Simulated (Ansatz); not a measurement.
**A C vacancy in 4H SiC, 191 atoms, charge 0**

How does the host give way around this defect, what does it cost to form, and which levels does it put into the gap? The levels of theory are PBEsol, HSE06 and r²SCAN.

All numbers are computed with Ansatz 0.2.0 (PAW, plane waves).

### Step 1. Starting point

191 atoms (96 Si, 95 C); a = 12.312 Å, b = 15.994 Å, c = 10.076 Å, α = 90.00°, β = 90.00°, γ = 90.00°. All atoms were shaken off their sites by about 0.02 Å along each axis. Defect site 1: (0.500, 0.444, 0.438).

The runs, in order: (2) PBEsol relaxation at the single k point (¼, ¼, ¼), on 1 × NVIDIA GB300 Max-Q with 32 threads of Arm Neoverse-V2; (3) HSE06 single point at the single k point (¼, ¼, ¼), on 1 × NVIDIA GB300 Max-Q with 32 threads of Arm Neoverse-V2; (4) r²SCAN single point at the single k point (¼, ¼, ¼), on 1 × NVIDIA GB300 Max-Q with 32 threads of Arm Neoverse-V2.

### Step 2. Relaxing the atoms with PBEsol

The input, in.yaml:

```yaml
crystal:
  lattice:
    - [12.312272, 0.000000, 0.000000]
    - [0.000000, 15.994110, 0.000000]
    - [0.000000, 0.000000, 10.075947]
  atoms:
    - { symbol: Si, position: [0.999288, 0.999974, 0.500984] }
    - { symbol: Si, position: [0.248715, 0.998730, 0.499910] }
    - { symbol: Si, position: [0.125671, 0.167353, 0.499151] }
    - { symbol: Si, position: [0.000088, 0.332895, 0.501019] }
    # ... 7 atom lines left out here ...
    - { symbol: Si, position: [0.498039, 0.334505, 0.497707] }
    - { symbol: Si, position: [0.374016, 0.500719, 0.492831] }
    # ... 4 atom lines left out here ...
    - { symbol: Si, position: [0.623429, 0.498968, 0.496494] }
    # ... 17 atom lines left out here ...
    - { symbol: Si, position: [0.499820, 0.444655, 0.250973] }
    # ... 95 atom lines left out here ...
    - { symbol: C, position: [0.500842, 0.332468, 0.684930] }
    - { symbol: C, position: [0.380039, 0.499073, 0.686239] }
    # ... 21 atom lines left out here ...
    - { symbol: C, position: [0.622532, 0.278235, 0.438624] }
    # ... 4 atom lines left out here ...
    - { symbol: C, position: [0.746931, 0.444060, 0.440305] }
    - { symbol: C, position: [0.622397, 0.610671, 0.440005] }
    # ... 30 atom lines left out here ...
  symmetry: { detect: false }
kpoints:
  mp_grid: { grid: [1, 1, 1], shift: [0.25, 0.25, 0.25] }
hamiltonian:
  xc: pbesol
scf:
  occupations: { method: fermi_dirac, width: 0.01 }
relax:
  f_tol: 0.03
  max_steps: 80
  escape_saddle: false
  adjacent_minimum: "off"
output:
  forces: true
  eigenvalues: true
  populations: true
```

Launch:

```
> ansatz run in.yaml --threads 32 --pin off --max-ram 171000MiB --runs-dir r --events-out ev --progress --plain --backend cuda --devices 0,
```

The runs that follow: HSE06 single point; r²SCAN on the same atoms.

What does the calculation give? Wanted: for each run, formation energy; host gap; top filled to lowest empty.

**Answer**, as computed:

| level | time | formation energy (eV) | host gap (eV) | top filled to lowest empty (eV) |
| --- | --- | --- | --- | --- |
| PBEsol, relaxation | 21 s (GPU) | 4.41 | 2.11 | 1.13 |
| HSE06 | 82 s (GPU) | 5.03 | 3.15 | 1.86 |
| r²SCAN | 9.9 s (GPU) | 5.15 | 2.59 | 1.39 |

| quantity | value |
| --- | --- |
| relaxation | 7 recorded steps, 3.64 eV gained |
| largest shift | 0.24 Å (Si12) |

**Reading.** The relaxation lowers the energy by 3.64 eV; the largest shift is 0.24 Å (Si12). The formation energy goes from 4.41 eV (PBEsol) to 5.15 eV (r²SCAN). The reservoirs are the elements' reference phases; where the defect changes the composition, the value depends on that choice. r²SCAN puts 2 localised levels over 0.1 eV inside the gap, at 1.07 (filled), 2.46 (empty) eV, the tightest of them shared by about 14 atoms. Those within 0.2 eV of an edge lie within the error of lining up the edges. The HSE06 single point took about 8.3 times as long as the r²SCAN one on the same kind of device. The host's edges were read at Γ, so band-like levels at this k point need not coincide with them. One k point and a cell of this size can leave errors of several tenths of an eV.
